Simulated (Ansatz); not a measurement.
A run of Ansatz 0.2.0:

input.yaml

```yaml
crystal:
  lattice:
    - [4.613777, 0.0, 0.0]
    - [0.0, 9.563279, 0.0]
    - [0.0, 0.0, 3.119862]
  atoms:
    - { symbol: Al, position: [0.982975, 0.824573, 0.0] }
    - { symbol: Al, position: [0.017025, 0.175427, 0.0] }
    - { symbol: Al, position: [0.482975, 0.675427, 0.5] }
    - { symbol: Al, position: [0.517025, 0.324573, 0.5] }
    - { symbol: O, position: [0.5, 0.5, 0.5] }
    - { symbol: O, position: [0.123635, 0.75305, 0.5] }
    - { symbol: O, position: [0.376365, 0.25305, 0.0] }
    - { symbol: O, position: [0.623635, 0.74695, 0.0] }
    - { symbol: O, position: [0.0, 0.0, 0.0] }
    - { symbol: O, position: [0.876365, 0.24695, 0.5] }
hamiltonian:
  xc: lda
  pseudopotentials: { kind: paw }
kpoints:
  mp_grid: { grid: [6, 3, 9] }
scf:
  occupations: { method: fermi_dirac, width: 0.05 }
output:
  forces: true
  stress: true
  eigenvalues: true
relax:
  f_tol: 0.01
  max_steps: 40
  cell: { stress_tol: 0.05 }
```

Potentials or basis: Ansatz PAW.

The run is started by

```sh
$ ansatz run input.yaml --threads 4 --pin off --max-ram 11264MiB --backend cpu --events-out ev --progress --plain --runs-dir out
```

Hardware: 4 threads of Arm Neoverse V2 (shared host).

Task: How long does it take, and how much memory?

Result: Run time: 44 s on 4 threads of Arm Neoverse V2 (shared host), peak memory 0.5 GiB. Counts: scf iterations 102, plane waves 2557, k points 40, bands 34, ion steps 15.
